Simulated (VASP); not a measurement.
CdF2, 3 atoms in the cell. Symmetry: Fm-3m, No. 225, cubic system. The conventional cell has a = 5.401 Å, b = 5.401 Å, c = 5.401 Å, α = 90.00°, β = 90.00°, γ = 90.00°. Around Cd (site symmetry m-3m) lie 8 F at 2.34 Å. F (site symmetry -43m) has 4 Cd at 2.34 Å as nearest neighbours. The cell is a database's computed one.

```yaml
Program: VASP 6.6.1
Task: electric field gradients
Functional: r2SCAN
Potentials_or_basis: VASP PAW PBE potentials, release 64 (Cd, F)
Cutoff: 520 eV
k_mesh: 8 × 8 × 8
Occupations: fermi-dirac, width 0.01 eV
Spin: no spin polarisation
Dipole_correction: no
Further_INCAR_settings: ALGO = Normal; EDIFF = 1e-08; NBANDS = 20
```

Potentials or basis: VASP PAW PBE potentials, release 64 (Cd, F).

Run with:

```bash
$ cat potpaw_PBE.64/Cd/POTCAR potpaw_PBE.64/F/POTCAR > POTCAR
$ cp INCAR.step1 INCAR
$ mpirun -np 1 vasp_std > vasp.out
$ cp INCAR.step2 INCAR
$ mpirun -np 1 vasp_std > vasp.out
```

Hardware: 1 thread of Intel(R) Xeon(R) Platinum 8488C (Sapphire Rapids) (shared host).

Q: How long does it take, and how much memory?

A: It took 80 s on 1 thread of Intel(R) Xeon(R) Platinum 8488C (Sapphire Rapids), on a shared host, peak memory 0.17 GiB. Counts: scf iterations 16, k points 29.
